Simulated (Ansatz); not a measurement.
AlGa3As4, ordered on the zincblende lattice (I-42m) with 8 atoms a cell at its r2SCAN geometry, run in Ansatz 0.2.0 at 3 levels of theory. (Calculated; non-magnetic; the phase may be known or hypothetical.)

The PBE+SOC input:
```yaml
crystal:
  lattice:
    - [-2.8351983275, 2.8351983275, 5.6705050153]
    - [2.8351983275, -2.8351983275, 5.6705050153]
    - [2.8351983275, 2.8351983275, -5.6705050153]
  atoms:
    - { symbol: Al, position: [0.0, 0.0, 0.0] }
    - { symbol: As, position: [0.3748847073, 0.3748847073, 0.5000326767] }
    - { symbol: Ga, position: [0.75, 0.25, 0.5] }
    - { symbol: As, position: [0.1251479694, 0.6251152927, 0.0] }
    - { symbol: Ga, position: [0.5, 0.5, 0.0] }
    - { symbol: As, position: [0.8748520306, 0.8748520306, 0.4999673233] }
    - { symbol: Ga, position: [0.25, 0.75, 0.5] }
    - { symbol: As, position: [0.6251152927, 0.1251479694, 0.0] }
kpoints:
  mp_grid: { grid: [6, 6, 6] }
  band_path:
    path:
      - [0.0, 0.0, 0.0]
      - [0.0, 0.0, 0.5]
      - [0.25, 0.25, 0.25]
      - [0.0, 0.5, 0.0]
      - [0.5, 0.5, -0.5]
      - [0.3124976113, 0.6875023887, -0.3124976113]
      - [-0.3124976113, 0.3124976113, 0.3124976113]
      - [-0.1249952227, 0.1249952227, 0.5]
      - [0.5, 0.5, -0.1249952227]
    npoints: 1
hamiltonian:
  xc: pbe
scf:
  occupations: { method: fermi_dirac, width: 0.02 }
  n_extra_bands: 12
magnetization:
  noncollinear: true
  spin_orbit: true
output:
  forces: true
  stress: true
  eigenvalues: true
  write_density: true
  write_potential: true
  elf: true
  volumetric_format: npy
```

Main results, then, where recorded, the levels near the gap in eV from the Fermi energy (columns number the bands from 0), one row a point of the path (Γ, X, P, N, M, S, S₀, R, G):
```
Crystal: 8 atoms, lattice volume = 182.326 Å³
Symmetry: 8 space group operations + 8 with time reversal
Magnetic group: BNS 121.328 (UNI 988)
```
```
Basis set: ecut = 420 eV, 3571 PW (Γ)
k-points: 30 of 216 (time reversal used)
SCF 1 converged in 9 iterations: F = -31314.871801 eV  dr2 = 3.27e-8
Free energy (F): -31314.871801 eV
Fermi energy:    8.091510 eV
--- Forces (eV/Å), atoms counted from 1 ---
  atom   1  Al      0.00000      0.00000      0.00000
  atom   2  As    -0.03084    -0.03084    -0.02777
  atom   3  Ga      0.00000      0.00000      0.00000
  atom   4  As      0.03084    -0.03084      0.02777
  atom   5  Ga      0.00000      0.00000      0.00000
  atom   6  As      0.03084      0.03084    -0.02777
  atom   7  Ga      0.00000      0.00000      0.00000
  atom   8  As    -0.03084      0.03084      0.02777
--- Stress (GPa, compression-positive) ---
        2.531840       0.000000       0.000000
        0.000000       2.531840       0.000000
        0.000000       0.000000       2.531247
  P = ⅓ Tr σ = 2.5316 GPa (25.316 kbar)
```

PBE+SOC gives a direct gap of 0.72 eV at Γ.

Question: Another run on the same cell gave
```
Basis set: ecut = 420 eV, 3571 PW (Γ)
k-points: 13 of 64 (time reversal used)
SCF 1 stopped early in 4 iterations: F = -31314.106360 eV  dr2 = 6.13e-5
SCF 2 stopped early in 7 iterations: F = -31321.117199 eV  dr2 = 3.08e-6
hybrid outer 1: dexx = +4.118e-2 eV, tail = 2.58e-4 eV
SCF 3 converged in 7 iterations: F = -31321.117730 eV  dr2 = 5.90e-10
hybrid outer 2: dexx = +6.176e-6 eV, tail = 1.39e-7 eV, Δε = 2.97e-3 eV, ΔF = 3.23e-3 eV/Å
SCF 4 converged in 2 iterations: F = -31321.117730 eV  dr2 = 1.02e-9
hybrid outer 3: dexx = +2.739e-9 eV, tail = 3.33e-9 eV, Δε = 7.29e-5 eV, ΔF = 1.64e-5 eV/Å
Free energy (F): -31321.117730 eV
Fermi energy:    7.206771 eV
--- Forces (eV/Å), atoms counted from 1 ---
  atom   1  Al      0.00000      0.00000      0.00000
  atom   2  As    -0.01451    -0.01451    -0.00896
  atom   3  Ga      0.00000      0.00000      0.00000
  atom   4  As      0.01451    -0.01451      0.00896
  atom   5  Ga      0.00000      0.00000      0.00000
  atom   6  As      0.01451      0.01451    -0.00896
  atom   7  Ga      0.00000      0.00000      0.00000
  atom   8  As    -0.01451      0.01451      0.00896
--- Stress (GPa, compression-positive) ---
        0.485026       0.000000       0.000000
        0.000000       0.485026       0.000000
        0.000000       0.000000       0.467796
  P = ⅓ Tr σ = 0.4793 GPa (4.793 kbar)
```
```tsv
band_48	band_49	band_50	band_51	band_52	band_53
-0.007	0.000	0.000	1.703	2.088	2.496
-1.158	-1.093	-1.087	1.791	2.178	3.645
-1.201	-1.175	-1.110	2.880	2.940	2.940
-2.339	-1.332	-1.229	3.828	3.864	4.220
-1.766	-1.645	-1.645	2.079	2.079	2.247
-2.143	-1.132	-1.069	2.412	3.577	3.864
-2.143	-1.132	-1.069	2.412	3.577	3.864
-1.319	-1.268	-1.186	2.223	2.605	4.376
-1.319	-1.268	-1.186	2.223	2.605	4.376
```
Which level of theory and mesh gave it?

Answer: It is HSE06, judged by the exchange loop and the size of the gap (a near hybrid could fit too), on 4×4×4; the blocks that differ from the first input, but for the band path:
```yaml
kpoints:
  mp_grid: { grid: [4, 4, 4] }
hamiltonian:
  xc: hse06
scf:
  occupations: { method: fixed }
  n_extra_bands: 6
```
(magnetization left out)
HSE06 gives a direct gap of 1.70 eV at Γ. The mean stress, +0.5 GPa, is small, and the program warns that its thresholds are loose for a hybrid's stress.

PBE0. Against the first input these blocks differ (the band path and keys that only write files left aside):
```yaml
kpoints:
  mp_grid: { grid: [4, 4, 4] }
hamiltonian:
  xc: pbe0
scf:
  occupations: { method: fixed }
  n_extra_bands: 6
```
(magnetization left out)

```
Basis set: ecut = 420 eV, 3571 PW (Γ)
k-points: 13 of 64 (time reversal used)
SCF 1 stopped early in 4 iterations: F = -31314.106270 eV  dr2 = 6.11e-5
SCF 2 stopped early in 6 iterations: F = -31321.235992 eV  dr2 = 1.19e-5
hybrid outer 1: dexx = +5.713e-2 eV, tail = 3.15e-4 eV
SCF 3 converged in 6 iterations: F = -31321.236728 eV  dr2 = 1.15e-9
hybrid outer 2: dexx = +1.289e-5 eV, tail = 2.32e-7 eV, Δε = 3.94e-3 eV, ΔF = 2.12e-3 eV/Å
SCF 4 converged in 2 iterations: F = -31321.236729 eV  dr2 = 1.41e-9
hybrid outer 3: dexx = +3.870e-9 eV, tail = 3.77e-9 eV, Δε = 7.90e-5 eV, ΔF = 1.42e-5 eV/Å
Free energy (F): -31321.236729 eV
Fermi energy:    6.890326 eV
--- Forces (eV/Å), atoms counted from 1 ---
  atom   1  Al      0.00000      0.00000      0.00000
  atom   2  As    -0.00992    -0.00992    -0.00408
  atom   3  Ga      0.00000      0.00000      0.00000
  atom   4  As      0.00992    -0.00992      0.00408
  atom   5  Ga      0.00000      0.00000      0.00000
  atom   6  As      0.00992      0.00992    -0.00408
  atom   7  Ga      0.00000      0.00000      0.00000
  atom   8  As    -0.00992      0.00992      0.00408
--- Stress (GPa, compression-positive) ---
        0.292148       0.000000       0.000000
        0.000000       0.292148       0.000000
        0.000000       0.000000       0.275828
  P = ⅓ Tr σ = 0.2867 GPa (2.867 kbar)
```
```tsv
band_48	band_49	band_50	band_51	band_52	band_53
-0.009	0.000	0.000	2.286	2.722	3.138
-1.187	-1.117	-1.110	2.399	2.797	4.295
-1.232	-1.203	-1.136	3.514	3.574	3.574
-2.397	-1.369	-1.261	4.487	4.523	4.884
-1.812	-1.689	-1.689	2.713	2.713	2.887
-2.191	-1.163	-1.097	3.043	4.229	4.522
-2.191	-1.163	-1.097	3.043	4.229	4.522
-1.342	-1.294	-1.207	2.825	3.221	5.048
-1.342	-1.294	-1.207	2.825	3.221	5.048
```

The PBE0 gap is direct at Γ: 2.29 eV. The mean stress, +0.3 GPa, is small, and the program warns that its thresholds are loose for a hybrid's stress.

The hybrids run on coarser meshes, which limits their stresses and small splittings of levels.

Totals of different functionals, or with and without spin-orbit coupling, can't be compared.

Only the levels marked +SOC include spin-orbit coupling.
